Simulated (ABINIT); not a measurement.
Runs of ABINIT 10.8.3 (patched build) on Pd. The structure is cubic, space group Fm-3m (No. 225). The conventional cell has a = 3.893 Å, b = 3.893 Å, c = 3.893 Å, α = 90.00°, β = 90.00°, γ = 90.00°. Pd (site symmetry m-3m) has 12 Pd at 2.75 Å as nearest neighbours. 

```csv
task,level,potentials or basis,k mesh,cutoff (eV),fine-grid cutoff,mesh quality,gap on the mesh (eV),pressure (GPa),V0 of scaled cells (Å³/atom),B0 (GPa)
band structure,revPBE,PseudoDojo NC SR PBE v0.4.1 standard,12 × 12 × 12,1116,-,not flagged,none,10.2,-,-
single point,r2SCAN,JTH PAW PBE v2.0,10 × 10 × 10,762,1360.57 eV,not flagged,none,3.4,-,-
equation of state,SOGGA,JTH PAW PBE v2.0,12 × 12 × 12,626,1224.51 eV,not flagged,-,-,14.33,(a)
equation of state,LDA,JTH PAW LDA v2.0,12 × 12 × 12,626,1224.51 eV,not flagged,-,-,14.10,218
equation of state,AM05,JTH PAW PBE v2.0,12 × 12 × 12,626,1224.51 eV,not flagged,-,-,14.46,198
band structure,BLYP,PseudoDojo NC SR PBE v0.4.1 standard,12 × 12 × 12,1116,-,not flagged,none,18.1,-,-
equation of state,PBE,JTH PAW PBE v2.0,12 × 12 × 12,789,1387.78 eV,not flagged,-,-,15.28,169
single point,PBE,JTH PAW PBE v2.0,7 × 7 × 7,626,1224.51 eV,coarse,none,7.6,-,-
band structure,LDA,PseudoDojo NC SR LDA v0.4 stringent,12 × 12 × 12,1116,-,not flagged,none,-8.8,-,-
band structure,PBE,PseudoDojo NC SR PBE v0.5 stringent,12 × 12 × 12,1116,-,not flagged,none,6.8,-,-
single point,PBE,JTH PAW PBE v2.0,16 × 16 × 16,626,1224.51 eV,not flagged,none,(b),-,-
```

Alike in all rows: no spin polarisation; cell as given; smearing fermi-dirac 0.05 eV.

Fill in the values left out.

(a) 209; (b) 7.0.

Caveats: some runs use coarse meshes; pressures at fixed basis lie under the slope of the energies (some runs); the PAW data sets were made with another functional, which shifts forces and pressure a little (some runs); the potentials were made for another functional, which shifts forces and pressure (some runs); so large a pressure means that the cell lies far from this level's equilibrium, or that cutoff or potentials fall short (some runs).

A k mesh can miss the band edges, and the runs leave out spin-orbit coupling on Pd.

A gap of «none» marks a metal or a gap under the smearing width.
